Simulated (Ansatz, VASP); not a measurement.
**One calculation of Ag, two programs**

The input INCAR:

```
SYSTEM = Ag
PREC = Accurate
ENCUT = 520
EDIFF = 1E-6
ISMEAR = 0
SIGMA = 0.15
LREAL = .FALSE.
LASPH = .TRUE.
NELM = 100
ALGO = Normal
ISIF = 2
LWAVE = .FALSE.
LCHARG = .TRUE.
GGA = PE
LELF = .TRUE.
LVHAR = .TRUE.
NBANDS = 12
```

KPOINTS

```
Automatic mesh
0
G
  20 20 20
  0 0 0
```

POSCAR

```
Ag
1.0
    0.0000000000      2.0788542500      2.0431000000
    2.0431000000      0.0000000000      2.0431000000
    2.0431000000      2.0788542500      0.0000000000
Ag
1
Direct
    0.0000000000      0.0000000000      0.0000000000
```

Input for Ansatz:

```yaml
crystal:
  lattice:
    - [0.0, 2.07885425, 2.0431]
    - [2.0431, 0.0, 2.0431]
    - [2.0431, 2.07885425, 0.0]
  atoms:
    - { symbol: Ag, position: [0.0, 0.0, 0.0] }
basis:
  ecutwfc: 420
kpoints:
  mp_grid: { grid: [20, 20, 20] }
hamiltonian:
  xc: pbe
scf:
  occupations: { method: gaussian, width: 0.15 }
output:
  forces: true
  stress: true
  eigenvalues: true
```

Change from the starting cell: strain +0.0175 x Voigt [0, 1, 0, 0, 0, 0], atoms carried along.

Alike in both runs: task single point; functional PBE; k mesh 20 × 20 × 20; occupations gaussian, width 0.15 eV; no spin polarisation.

|  | VASP | Ansatz |
| --- | --- | --- |
| version | VASP 6.6.1 | Ansatz 0.2.0 |
| potentials or method | VASP PAW PBE potentials, release 64 (Ag) | scalar-relativistic, plane waves, PAW |
| plane-wave cutoff (eV) | 520 | 420 |
| valence electrons in the cell | 11 | 19 |

```tsv
	VASP	Ansatz	Ansatz less VASP
gap on the k mesh at the Fermi level (eV)	none	none	-
pressure (GPa)	2.6	2.7	+0.15
largest component of the traceless stress (GPa)	0.47	0.47	+0.004
```

A gap of «none» marks a metal or a gap that the smearing closes. The two sets of potentials don't hold the same shells in valence.
